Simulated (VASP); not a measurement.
# Ta (Fm-3m) in VASP: further runs, part 2 of 2

VASP 6.6.1. Earlier steps stand in the parts before.

## 4. Single point, PBE

This run uses another cell than the first one, of 19.06 Å³/atom, 1.012 times its volume.

INCAR reads:

```
ALGO = Normal ; EDIFF = 1E-6
ENCUT = 520 ; GGA = PE
ISIF = 2 ; ISMEAR = 0
LASPH = True ; LCHARG = True
LELF = True ; LREAL = False
LVHAR = True ; LWAVE = False
NBANDS = 12 ; NELM = 100
PREC = Accurate ; SIGMA = 0.05
```

KPOINTS reads:

```
k-points
0
Gamma
  18 18 18
```

POSCAR reads:

```
Ta
1.0
    0.0000000000      2.1200762238      2.1200762238
    2.1200762238      0.0000000000      2.1200762238
    2.1200762238      2.1200762238      0.0000000000
Ta
1
Direct
    0.0000000000      0.0000000000      0.0000000000
```

Potentials or basis: VASP PAW PBE potentials, release 64 (Ta_pv).

On the command line:

```bash
$ cat potpaw_PBE.64/Ta_pv/POTCAR > POTCAR
$ mpirun -np 1 vasp_std > vasp.out
```

OUTCAR:

```text
EDIFF = 1E-6
   ENCUT = 520
   GGA = PE
   ISIF = 2
   ISMEAR = 0
   LASPH = True
   LREAL = False
   NELM = 100
   PREC = Accurate

 ion  position               nearest neighbor table
   1  0.000  0.000  0.000-

  LATTYP: Found a face centered cubic cell.
 ALAT       =     4.2401524476

  Lattice vectors:

 A1 = (   0.0000000000,   2.1200762238,   2.1200762238)
 A2 = (   2.1200762238,   0.0000000000,   2.1200762238)
 A3 = (   2.1200762238,   2.1200762238,   0.0000000000)

Analysis of symmetry for initial positions (statically):
=====================================================================
 Subroutine PRICEL returns:
 Original cell was already a primitive cell.

 Routine SETGRP: Setting up the symmetry group for a
 face centered cubic supercell.

 Subroutine GETGRP returns: Found 48 space group operations
 (whereof 48 operations were pure point group operations)
 out of a pool of 48 trial point group operations.

The static configuration has the point symmetry O_h .

Analysis of symmetry for dynamics (positions and initial velocities):
=====================================================================
 Subroutine PRICEL returns:
 Original cell was already a primitive cell.

 Routine SETGRP: Setting up the symmetry group for a
 face centered cubic supercell.

 Subroutine GETGRP returns: Found 48 space group operations
 (whereof 48 operations were pure point group operations)
 out of a pool of 48 trial point group operations.

The dynamic configuration has the point symmetry O_h .

 Subroutine INISYM returns: Found 48 space group operations
 (whereof 48 operations are pure point group operations),
 and found     1 'primitive' translations

----------------------------------------------------------------------------------------

                                     Primitive cell

  volume of cell :      19.0583

  direct lattice vectors                    reciprocal lattice vectors
     0.000000000  2.120076224  2.120076224    -0.235840577  0.235840577  0.235840577
     2.120076224  0.000000000  2.120076224     0.235840577 -0.235840577  0.235840577
     2.120076224  2.120076224  0.000000000     0.235840577  0.235840577 -0.235840577

  length of vectors
     2.998240549  2.998240549  2.998240549     0.408487862  0.408487862  0.408487862

  position of ions in fractional coordinates (direct lattice)
     0.000000000  0.000000000  0.000000000

  ion indices of the primitive-cell ions
   primitive index   ion index
                 1           1

----------------------------------------------------------------------------------------

 KPOINTS: k-points

Automatic generation of k-mesh.
 Grid dimensions read from file:
 generate k-points for:   18   18   18

 Generating k-lattice:

  Cartesian coordinates                     Fractional coordinates (reciprocal lattice)
    -0.013102254  0.013102254  0.013102254     0.055555556  0.000000000  0.000000000
     0.013102254 -0.013102254  0.013102254     0.000000000  0.055555556  0.000000000
     0.013102254  0.013102254 -0.013102254     0.000000000  0.000000000  0.055555556

  Length of vectors
     0.022693770  0.022693770  0.022693770

  Shift w.r.t. Gamma in fractional coordinates (k-lattice)
     0.000000000  0.000000000  0.000000000

 Subroutine IBZKPT returns following result:
 ===========================================

 Found    195 irreducible k-points:

 Following reciprocal coordinates:
            Coordinates               Weight
  0.000000  0.000000  0.000000      1.000000
  0.055556  0.000000  0.000000      8.000000
  0.111111  0.000000  0.000000      8.000000
  0.166667  0.000000  0.000000      8.000000
  0.222222  0.000000  0.000000      8.000000
  0.277778  0.000000  0.000000      8.000000
[... 16 lines left out ...]
 -0.277778  0.055556  0.000000     24.000000
 -0.222222  0.055556  0.000000     24.000000
 [... further k-points ...]
   k-points           NKPTS =    195   k-points in BZ     NKDIM =    195   number of bands    NBANDS=     12
   number of dos      NEDOS =    301   number of ions     NIONS =      1
   total plane-waves  NPLWV =  13824
   dimension x,y,z NGX =    24 NGY =   24 NGZ =   24
   dimension x,y,z NGXF=    48 NGYF=   48 NGZF=   48
   ions per type =               1
   NGX,Y,Z   is equivalent  to a cutoff of  13.31, 13.31, 13.31 a.u.
   NGXF,Y,Z  is equivalent  to a cutoff of  26.61, 26.61, 26.61 a.u.
 SYSTEM =  unknown system
   PREC   = accura    normal or accurate (medium, high low for compatibility)
   ISTART =      0    job   : 0-new  1-cont  2-samecut
   ICHARG =      2    charge: 1-file 2-atom 10-const
   ISPIN  =      1    spin polarized calculation?
   LNONCOLLINEAR =      F non collinear calculations
   LSORBIT =      F    spin-orbit coupling
   LASPH  =      T    aspherical Exc in radial PAW
   ENCUT  =  520.0 eV  38.22 Ry    6.18 a.u.   5.57  5.57  5.57*2*pi/ulx,y,z
   NELM   =    100;   NELMIN=  2; NELMDL= -5     # of ELM steps
   EDIFF  = 0.1E-05   stopping-criterion for ELM
   LREAL  =      F    real-space projection
   EDIFFG = 0.1E-04   stopping-criterion for IOM
   NSW    =      0    number of steps for IOM
   IBRION =     -1    ionic relax: 0-MD 1-quasi-New 2-CG
   NFREE  =      0    steps in history (QN), initial steepest desc. (CG)
   ISIF   =      2    stress and relaxation
   ISYM   =      2    0-nonsym 1-usesym 2-fastsym
   POTIM  = 0.5000    time-step for ionic-motion
   TEBEG  =    0.0;   TEEND  =   0.0 temperature during run
   PSTRESS=    0.0 pullay stress
   NELECT =      11.0000    total number of electrons
   NUPDOWN=      -1.0000    fix difference up-down
   EMIN   =  10.00;   EMAX   =-10.00  energy-range for DOS
   EFERMI =   0.00;   METHOD = LEGACY
   ISMEAR =     0;   SIGMA  =   0.05  broadening in eV -4-tet -1-fermi 0-gaus
   EFERMI_NEDOS =   21; number of points for ismear=-14 and -15
   IALGO  =     38    algorithm
   IMIX   =      4    mixing-type and parameters
     AMIX     =   0.40;   BMIX     =  1.00
     AMIX_MAG =   1.60;   BMIX_MAG =  1.00
  volume/ion in A,a.u.               =      19.06       128.61
  Fermi-wavevector in a.u.,A,eV,Ry     =   1.363047  2.575786 25.278235  1.857898
  Thomas-Fermi vector in A             =   2.489484
   LORBIT       =      0    0 simple, 1 ext, 2 COOP (PROOUT), +10 PAW based schemes
   GGA     = PE    functional components
   LHFCALC =     F    Hartree Fock is set to
   AEXX    =    0.0000 exact exchange contribution
   IVDW    =     0    specifies the selected vdW correction
   LEPSILON=     F    determine dielectric tensor
   LRPA    =     F    only Hartree local field effects (RPA)
 non-spin polarized calculation
 Gauss-broadening in eV      SIGMA  =   0.05
  energy-cutoff  :      520.00
  volume of cell :       19.06
 maximum number of plane-waves:       532
   NGX = 11   NGY = 11   NGZ = 11

 number of electron      11.0000000 magnetization

 Free energy of the ion-electron system (eV)
  ---------------------------------------------------
  ext. energy  EPLUGINS =         0.00000000
  ---------------------------------------------------
  free energy    TOTEN  =       -11.57159139 eV

  energy without entropy =      -11.56986229  energy(sigma->0) =      -11.57072684

 E-fermi :   5.3977     XC(G=0): -12.3358

 val. band max:        5.3971613199   @ k =   0.3889   0.1667   0.0556
 cond. band min:       5.4161250853   @ k =   0.4444   0.2778   0.0000
 fundamental gap:      0.0189637654
 Fermi energy:         5.3977107324

 k-point     1 :       0.0000    0.0000    0.0000
  band No.  band energies     occupation
      1     -28.2845      2.00000
      2     -28.2845      2.00000
      3     -28.2845      2.00000
      4      -2.6618      2.00000
      5       5.8520      0.00000
      6       5.8520      0.00000
      7       5.8520      0.00000
      8       8.7881      0.00000
      9       8.7881      0.00000
     10      17.8214      0.00000
     11      19.4815      0.00000
     12      22.6073      0.00000
[... 331 lines left out ...]
 k-point    24 :      -0.2222    0.0556    0.0000
  band No.  band energies     occupation
      1     -28.7581      2.00000
      2     -28.3782      2.00000
      3     -28.3356      2.00000
      4      -0.6205      2.00000
      5       4.6736      2.00000
      6       6.2066      0.00000
      7       6.3679      0.00000
      8       8.3060      0.00000
      9       9.2611      0.00000
     10      18.1834      0.00000
     11      19.4831      0.00000
     12      21.4595      0.00000

 [... further k-points ...]

------------------------ aborting loop because EDIFF is reached ----------------------------------------

  FORCE on cell =-STRESS in cart. coord.  units (eV):
  Direction    XX          YY          ZZ          XY          YZ          ZX
  --------------------------------------------------------------------------------------
  -------------------------------------------------------------------------------------
  Total       -0.2611753     -0.2611753     -0.2611753      0.0000000     -0.0000000      0.0000000
  in kB      -21.9562567    -21.9562567    -21.9562567      0.0000000     -0.0000000      0.0000000
  external PRESSURE =     -21.9562567 kB  Pullay stress =       0.0000000 kB

 VOLUME and BASIS-vectors are now :
 -----------------------------------------------------------------------------
  energy-cutoff  :      520.00
  volume of cell :       19.06
      direct lattice vectors                 reciprocal lattice vectors
     0.000000000  2.120076224  2.120076224    -0.235840577  0.235840577  0.235840577
     2.120076224  0.000000000  2.120076224     0.235840577 -0.235840577  0.235840577
     2.120076224  2.120076224  0.000000000     0.235840577  0.235840577 -0.235840577

 POSITION                                       TOTAL-FORCE (eV/Angst)
 -----------------------------------------------------------------------------------
      0.00000      0.00000      0.00000         0.000000      0.000000      0.000000
 -----------------------------------------------------------------------------------
    total drift:                                0.000000     -0.000000     -0.000000

  FREE ENERGIE OF THE ION-ELECTRON SYSTEM (eV)
  ---------------------------------------------------
  free  energy   TOTEN  =       -11.5715913914 eV

  energy  without entropy=      -11.5698622860  energy(sigma->0) =      -11.57072684
```

OSZICAR:

```text
N       E                     dE             d eps       ncg     rms          rms(c)
DAV:   1     0.614345513885E+02    0.61435E+02   -0.60755E+03  4696   0.866E+02
DAV:   2    -0.110366330480E+02   -0.72471E+02   -0.70740E+02  5260   0.243E+02
DAV:   3    -0.120885395913E+02   -0.10519E+01   -0.10368E+01  5716   0.276E+01
DAV:   4    -0.120918665030E+02   -0.33269E-02   -0.33264E-02  5168   0.170E+00
DAV:   5    -0.120918794211E+02   -0.12918E-04   -0.12917E-04  5768   0.102E-01    0.120E+01
DAV:   6    -0.116937742492E+02    0.39811E+00   -0.31608E-01  5528   0.613E+00    0.571E+00
DAV:   7    -0.115722241410E+02    0.12155E+00   -0.35164E-01  5452   0.557E+00    0.385E-01
DAV:   8    -0.115716741557E+02    0.54999E-03   -0.15567E-02  5288   0.878E-01    0.180E-01
DAV:   9    -0.115715976460E+02    0.76510E-04   -0.23841E-04  5464   0.154E-01    0.256E-02
DAV:  10    -0.115715918665E+02    0.57795E-05   -0.98775E-06  5272   0.305E-02    0.882E-03
DAV:  11    -0.115715913914E+02    0.47507E-06   -0.97437E-07  3168   0.102E-02
   1 F= -.11571591E+02 E0= -.11570727E+02  d E =-.172911E-02
```

stdout:

```text
POSCAR found type information on POSCAR Ta
 POSCAR found :  1 types and       1 ions
 scaLAPACK will be used
 LDA part: xc-table for (Slater+PW92), standard interpolation
 POSCAR, INCAR and KPOINTS ok, starting setup
 FFT: planning ... GRIDC
 FFT: planning ... GRID_SOFT
 FFT: planning ... GRID
 WAVECAR not read
 entering main loop
```

Run time: 20 s. Hardware: 1 thread of AMD EPYC 9R45 (Zen 5), shared host; peak memory 0.14 GiB.

What came out:

| Quantity | Value |
| --- | --- |
| Free energy | -11.5716 eV |
| Pressure | -2.2 GPa |
| Band gap on the k mesh | none (metal or under the smearing width) |

## 5. Overview

| cell | gap on the mesh (eV) | pressure (GPa) |
| --- | --- | --- |
| Fm-3m, 18.83 Å³/atom | none | 0.1 |
| Fm-3m, 18.13 Å³/atom | none | 7.7 |
| Fm-3m, 19.06 Å³/atom | none | -2.2 |

Alike in all rows: task single point; level PBE; potentials or basis VASP PAW PBE potentials, release 64 (Ta_pv); no spin polarisation; k mesh 18 × 18 × 18; cutoff (eV) 520; smearing gaussian 0.05 eV.

Every run on the cell as given and a fine mesh finds a metal.

Total energies depend on the potentials used, so only differences within one code and one set of settings carry meaning.
